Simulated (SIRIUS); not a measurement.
# Zr (P6_3/mmc) in SIRIUS: notebook, part 2 of 2

SIRIUS 7.10.0. The steps go on from the part before.

## Step 4: Relaxation of cell and atoms, PBEsol+D3(BJ)

run.py reads:

```python
import json, subprocess
import numpy as np
from ase import Atoms
from ase.io import read
from ase.calculators.calculator import Calculator, all_changes
from ase.units import Bohr, Hartree, GPa
from ase.calculators.mixing import SumCalculator
from dftd3.ase import DFTD3
from ase.optimize import BFGS
from ase.filters import FrechetCellFilter

class Sirius(Calculator):
    """Writes sirius.json, runs sirius.scf and reads out.json."""
    implemented_properties = ["energy", "free_energy", "forces", "stress", "magmom"]

    def __init__(self, config, files):
        super().__init__()
        self.config, self.files, self.calls = config, files, 0

    def calculate(self, atoms=None, properties=["energy"], system_changes=all_changes):
        super().calculate(atoms, properties, system_changes)
        symbols = atoms.get_chemical_symbols()
        types = list(dict.fromkeys(symbols))
        order = [i for t in types for i, s in enumerate(symbols) if s == t]
        frac = atoms.get_scaled_positions(wrap=False)
        m = atoms.get_initial_magnetic_moments()
        m = m if m.ndim == 2 else np.c_[0 * m, 0 * m, m]
        spin = self.config["parameters"]["num_mag_dims"] > 0
        rows = {t: [list(frac[i]) + (list(m[i]) if spin else []) for i in order if symbols[i] == t] for t in types}
        cell = {"lattice_vectors": (atoms.cell[:] / Bohr).tolist(), "atom_types": types, "atom_files": self.files, "atoms": rows}
        json.dump({**self.config, "unit_cell": cell}, open("sirius.json", "w"), indent=1)
        self.calls += 1
        with open(f"sirius_{self.calls:03d}.out", "w") as log:
            subprocess.run(["sirius.scf", "--input=sirius.json", "--output=out.json"], stdout=log, stderr=subprocess.STDOUT, check=True)
        gs = json.load(open("out.json"))["ground_state"]
        if not gs["converged"]:
            raise RuntimeError("SCF did not converge")
        self.results = {"energy": gs["energy"]["free"] * Hartree, "free_energy": gs["energy"]["free"] * Hartree}
        if "forces" in gs:
            f = np.zeros((len(atoms), 3))
            f[order] = np.array(gs["forces"]) * Hartree / Bohr
            self.results["forces"] = f
        if "stress" in gs:
            s = np.array(gs["stress"]) * Hartree / Bohr**3
            self.results["stress"] = s.flat[[0, 4, 8, 5, 2, 1]]
        if spin:
            self.results["magmom"] = gs["magnetisation"]["total"][2]

atoms = read("Zr.xyz")

config = {
    "control": {
        "processing_unit": 'cpu',
        "verbosity": 1,
        "print_forces": True,
        "print_stress": True,
    },
    "parameters": {
        "electronic_structure_method": 'pseudopotential',
        "xc_functionals": ['XC_GGA_X_PBE_SOL', 'XC_GGA_C_PBE_SOL'],
        "gk_cutoff": 8.2,
        "pw_cutoff": 16.4,
        "ngridk": [4, 4, 2],
        "shiftk": [0, 0, 0],
        "smearing": 'fermi_dirac',
        "smearing_width": 0.0018374661,
        "num_bands": 20,
        "num_mag_dims": 0,
        "num_dft_iter": 100,
        "energy_tol": 1e-08,
        "density_tol": 1e-06,
    },
    "iterative_solver": {
        "type": 'davidson',
        "min_tolerance": 1e-09,
        "tolerance_scale": [0.1, 0.25],
    },
    "mixer": {
        "type": 'anderson',
        "beta": 0.7,
        "max_history": 8,
    },
    "settings": {
        "tol_ne": 1e-10,
        "pseudo_grid_cutoff": 6.5,
    },
}
dft = Sirius(config, {'Zr': 'Zr.json'})
atoms.calc = SumCalculator([dft, DFTD3(method="pbesol", damping="d3bj")])
results = {"symbols": atoms.get_chemical_symbols(), "cell": atoms.cell[:].tolist(), "frac": atoms.get_scaled_positions(wrap=False).tolist(), "steps": []}

def note():
    results["steps"].append({"energy": atoms.get_potential_energy(), "cell": atoms.cell[:].tolist(), "positions": atoms.positions.tolist(),
                             "forces": atoms.get_forces().tolist(), "stress": atoms.get_stress().tolist()})
    json.dump(results, open("results.json", "w"))

opt = BFGS(FrechetCellFilter(atoms, scalar_pressure=0.0 * GPa))
opt.attach(note)
results["converged"] = bool(opt.run(fmax=0.02, steps=30))
print("converged:", results["converged"])
print("cell parameters:", atoms.cell.cellpar().round(5))
print("volume per atom (A^3):", round(atoms.get_volume() / len(atoms), 4))
print(atoms.get_scaled_positions().round(6))
json.dump(results, open("results.json", "w"))
```

Zr.xyz reads:

```xyz
2
Lattice="3.2320000000 0.0000000000 0.0000000000 -1.6160000000 2.7989941050 0.0000000000 0.0000000000 0.0000000000 5.1470000000" Properties=species:S:1:pos:R:3 pbc="T T T"
Zr     1.6160000002      0.9329980349      3.8602500000
Zr    -0.0000000002      1.8659960701      1.2867500000
```

On the command line:

```bash
> upf_to_json Zr.upf
> OMP_NUM_THREADS=1 python run.py
```

Wall time 39 s (1 thread of Arm Neoverse V2, shared host); peak memory 0.22 GiB.

The run converged. Its results:

```yaml
Free_energy: -2751.4413 eV
Relaxed_volume: 21.67 Å³/atom
Relaxed_cell: a = 3.163 Å, b = 3.163 Å, c = 5.002 Å, α = 90.00°, β = 90.00°, γ = 120.00°
Space_group_after_relaxing_to_0.05_Å: P6_3/mmc (No. 194)
Energy_gained_by_relaxing: 34.9 meV/atom
Ionic_steps: 4
Pressure_after_relaxing: 0.0 GPa
Band_gap_on_the_k_mesh: none (metal or under the smearing width)
Dispersion_energy_per_atom: -0.618 eV
```

Stress tensor (GPa, compression positive):
```
-0.06  0.00  0.00
 0.00 -0.06  0.00
 0.00  0.00  0.08
```

Step by step:
| step | energy change (eV) | largest force (eV/Å) | pressure (GPa) | volume (Å³) |
| --- | --- | --- | --- | --- |
| 1 | 0.0000 | 0.0000 | -6.56 | 46.56 |
| 2 | -0.0341 | 0.0000 | -4.81 | 45.62 |
| 3 | -0.0698 | 0.0000 | 0.08 | 43.30 |
| 4 | -0.0698 | 0.0000 | -0.01 | 43.34 |

Final structure:
```
CELL_PARAMETERS angstrom
3.16326 0.00000 0.00000
-1.58163 2.73947 0.00000
0.00000 0.00000 5.00154
ATOMIC_POSITIONS crystal
Zr 0.66667 0.33333 0.75000
Zr 0.33333 0.66667 0.25000
```

Caveat: the k mesh is coarse (spacing up to 0.61 Å⁻¹), so the values aren't converged; the potentials were made for another functional, which shifts forces and pressure; pairwise dispersion overbinds metals, which lowers pressure and volume.

## Step 5: Relaxation of cell and atoms, PBEsol+D4

run.py: that of step 4 with these lines changed.

```diff
@@ -7,3 +7,3 @@
 from ase.calculators.mixing import SumCalculator
-from dftd3.ase import DFTD3
+from dftd4.ase import DFTD4
 from ase.optimize import BFGS
@@ -89,3 +89,3 @@
 dft = Sirius(config, {'Zr': 'Zr.json'})
-atoms.calc = SumCalculator([dft, DFTD3(method="pbesol", damping="d3bj")])
+atoms.calc = SumCalculator([dft, DFTD4(method="pbesol")])
 results = {"symbols": atoms.get_chemical_symbols(), "cell": atoms.cell[:].tolist(), "frac": atoms.get_scaled_positions(wrap=False).tolist(), "steps": []}
```

Zr.xyz is that of step 4.

On the command line:

```bash
> upf_to_json Zr.upf
> OMP_NUM_THREADS=1 python run.py
```

It took 50 s on 1 thread of Arm Neoverse V2, shared host; peak memory 0.22 GiB.

Results (log left out):

* Free energy: -2750.4806 eV
* Relaxed volume: 22.49 Å³/atom
* Relaxed cell: a = 3.207 Å, b = 3.207 Å, c = 5.050 Å, α = 90.00°, β = 90.00°, γ = 120.00°
* Space group after relaxing (to 0.05 Å): P6_3/mmc (No. 194)
* Energy gained by relaxing: 9.5 meV/atom
* Ionic steps: 5
* Pressure after relaxing: 0.0 GPa
* Band gap on the k mesh: none (metal or under the smearing width)
* Dispersion energy per atom: -0.124 eV

The path:
```
step  energy change (eV)  largest force (eV/Å)  pressure (GPa)  volume (Å³)
   1              0.0000                0.0000           -3.35        46.56
   2             -0.0093                0.0000           -2.39        46.08
   3             -0.0188                0.0000            0.13        44.90
   4             -0.0189                0.0000            0.07        44.92
   5             -0.0191                0.0000           -0.04        44.99
```

Final structure:
```
Zr
1.0
     3.20717    0.00000    0.00000
    -1.60359    2.77749    0.00000
     0.00000    0.00000    5.05044
Zr
2
Direct
  0.66667 0.33333 0.75000
  0.33333 0.66667 0.25000
```

Caveat: the k mesh is coarse (spacing up to 0.61 Å⁻¹), so the values aren't converged; the potentials were made for another functional, which shifts forces and pressure; pairwise dispersion overbinds metals, which lowers pressure and volume.

## Step 6: Overview

```tsv
level	gap on the mesh (eV)	pressure (GPa)	relaxed volume (Å³/atom)
PBEsol	none	0.0	22.68
PBEsol+D3	none	0.1	21.93
PBEsol+D3(BJ)	none	0.0	21.67
PBEsol+D4	none	0.0	22.49
```

Alike in all rows: task relaxation of cell and atoms; potentials or basis PseudoDojo 0.4.1 PBE standard (scalar relativistic); no spin polarisation; cell relaxed; k mesh 4 × 4 × 2; cutoff (eV) 915; smearing fermi-dirac 0.05 eV; the mesh is coarse, so values aren't converged.

Caveats: all runs use coarse meshes; the potentials were made for another functional, which shifts forces and pressure; pairwise dispersion overbinds metals, which lowers pressure and volume (some runs).

Absolute energies hang on the potentials; compare differences alone.
